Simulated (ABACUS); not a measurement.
GaAs, 2 atoms in the cell. Symmetry: F-43m, No. 216, cubic system. Conventional cell: a = 5.654 Å, b = 5.654 Å, c = 5.654 Å, α = 90.00°, β = 90.00°, γ = 90.00°. Around As (site symmetry -43m) lie 4 Ga at 2.45 Å. Ga (site symmetry -43m) is surrounded by 4 As at 2.45 Å. 

```yaml
Program: ABACUS 3.10.1
Task: single point
Functional: HLE16
Potentials_or_basis: PseudoDojo NC SR 0.4.1 PBE standard
Cutoff: 1143 eV
Density_cutoff: 4572 eV
Basis: plane waves
k_mesh: 6 × 6 × 6
Occupations: fermi-dirac, width 0.05 eV
Spin: no spin polarisation
Radial_cutoff_of_the_potentials_pseudo_rcut: 10 bohr
SCF_threshold_on_the_density: 1e-08
Max_SCF_steps: 100
Eigensolver: dav
Mixing: broyden
Mixing_share: 0.7
Symmetry_key: 1
Bands: 24
```

Potentials or basis: PseudoDojo NC SR 0.4.1 PBE standard, plane waves.

Run with:

```console
$ OMP_NUM_THREADS=1 python run_abacus.py > log
```

Hardware: 4 MPI ranks on Intel(R) Xeon(R) Platinum 8488C (Sapphire Rapids), on a shared host.

**Question.** Estimate the wall time of this run.

**Answer.** It took 8.1 s on 4 MPI ranks on Intel(R) Xeon(R) Platinum 8488C (Sapphire Rapids), with other jobs on the host, peak memory 0.4 GiB a rank. Counts: scf iterations 8, k points 16, bands 24, ranks 4.
